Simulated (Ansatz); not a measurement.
## SiNi2 (P6_3/mmc), zone-centre modes

All numbers below come from DFT PBEsol, scalar-relativistic, plane waves, PAW (Ansatz). Cutoff 420 eV, Γ-centred 12×12×10 k-points, Gaussian smearing of 0.15 eV. No spin polarisation. A magnetic state may lie lower.

Zero of the scan (relaxed at this level; it needn't be the usual structure):

```xyz
6
Lattice="3.8685 0.0000 0.0000 -1.9342 3.3502 0.0000 0.0000 0.0000 4.9170" Properties=species:S:1:pos:R:3 pbc="T T T"
Si    0.0000    2.2335    3.6877
Si    1.9342    1.1167    1.2292
Ni    0.0000    0.0000    0.0000
Ni    0.0000    0.0000    2.4585
Ni    0.0000    2.2335    1.2292
Ni    1.9342    1.1167    3.6877
```

Harmonic modes by finite displacements of 0.02 Å, without the LO–TO term.

(1) At this geometry, is the structure stable against these modes?

(2) List the wavenumbers in cm⁻¹.

Results:

(1) Yes: no mode is imaginary beyond 10 cm⁻¹, and only the three translations lie near zero.

(2) 0, 0, 0, 122, 133, 133, 149, 149, 178, 204, 227, 227, 276, 308, 393, 393, 407, 407.

Cost: 1 run of about 12 core-minutes, on Intel Xeon Processor @ 2.50GHz (Skylake/Cascade Lake) (shared hosts).